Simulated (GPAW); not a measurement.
## Pd in GPAW: the effect of potentials

Crystal: Pd.

```xyz
1
Lattice="0.0000 1.9465 1.9465 1.9465 0.0000 1.9465 1.9465 1.9465 0.0000" Properties=species:S:1:pos:R:3 pbc="T T T"
Pd    0.0000    0.0000    0.0000
```

Alike in all runs:

| Quantity | Value |
| --- | --- |
| Program | GPAW 26.7.0 |
| Task | equation of state |
| Functional | PBE |
| Basis | pw |
| k mesh | 12 × 12 × 12 |
| Occupations | fermi-dirac, width 0.05 eV |
| Spin | no spin polarisation |

Problem. One run gave: V0 of scaled cells 15.33 Å³/atom; B0 161 GPa. Which potentials did it use?
A. GPAW stock
B. PAW data sets made by gpaw-setup for the functional
C. JTH PAW 2.0
D. GPAW stock, other valence
E. SG15 ONCV 1.2

Solution. E.

| potentials | cutoff | V0 of scaled cells (Å³/atom) | B0 (GPa) |
| --- | --- | --- | --- |
| GPAW stock | 600 eV | 15.31 | 168 |
| GPAW stock, other valence | 600 eV | 15.41 | 167 |
| PAW data sets made by gpaw-setup for the functional | 600 eV | 15.31 | 168 |
| JTH PAW 2.0 | 600 eV | 15.28 | 166 |
| SG15 ONCV 1.2 | 1100 eV | 15.33 | 161 |

Caveats: the program truncates these outside data sets (some runs).
